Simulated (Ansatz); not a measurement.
ZrS2:

```
Zr S
1.0
     3.69138    0.00000    0.00000
    -1.84569    3.19683    0.00000
     0.00000    0.00000    6.04108
Zr S
1 2
Direct
  0.00000 0.00000 0.00000
  0.33333 0.66667 0.23791
  0.66667 0.33333 0.76209
```

The cell is a database's computed one.

| Property | Result |
| --- | --- |
| Program | Ansatz 0.2.0 |
| Task | relaxation of cell and atoms |
| Functional | PBE0 |
| Potentials or basis | Ansatz PAW |
| Cutoff | 420 eV (not typed: the program's choice for these potentials) |
| k mesh | 4 × 4 × 2 |
| Occupations | fermi-dirac, width 0.05 eV |
| Spin | no spin polarisation |

At the start: volume 23.76 Å³/atom.

Q: Where does the relaxation end?

A: It ends after 8 steps and the volume is 25.78 Å³/atom (+8.5 %); space group P-3m1 (No. 164, to 0.05 Å).

Step by step:
```csv
step,energy change (eV),largest force (eV/Å),volume (Å³)
1,0.0000,0.1821,71.29
2,-0.0059,0.0230,71.98
3,-0.0100,0.0578,73.51
4,-0.0126,0.0019,75.13
5,-0.0134,0.0054,76.39
6,-0.0135,0.0033,77.16
7,-0.0134,0.0003,77.35
8,-0.0147,0.0003,77.35
```

Final structure:
```
Zr S
1.0
     3.68816    0.00000    0.00000
    -1.84408    3.19404    0.00000
     0.00000    0.00000    6.56573
Zr S
1 2
Cartesian
  0.0000 0.0000 0.0000
  0.0000 2.1294 1.4271
  1.8441 1.0647 5.1386
```

Caveat: the k mesh is coarse (spacing up to 0.52 Å⁻¹), so the values aren't converged, least of all with exact exchange; the plane-wave basis is chosen anew once the cell has moved, so the energies of steps on either side of that aren't comparable; this functional lacks dispersion, which binds the layers, so the pressure and a relaxed spacing across them are unreliable; the PAW data sets come from PBE, with cores solved anew for the run's functional, which leaves a small shift of forces and pressure.
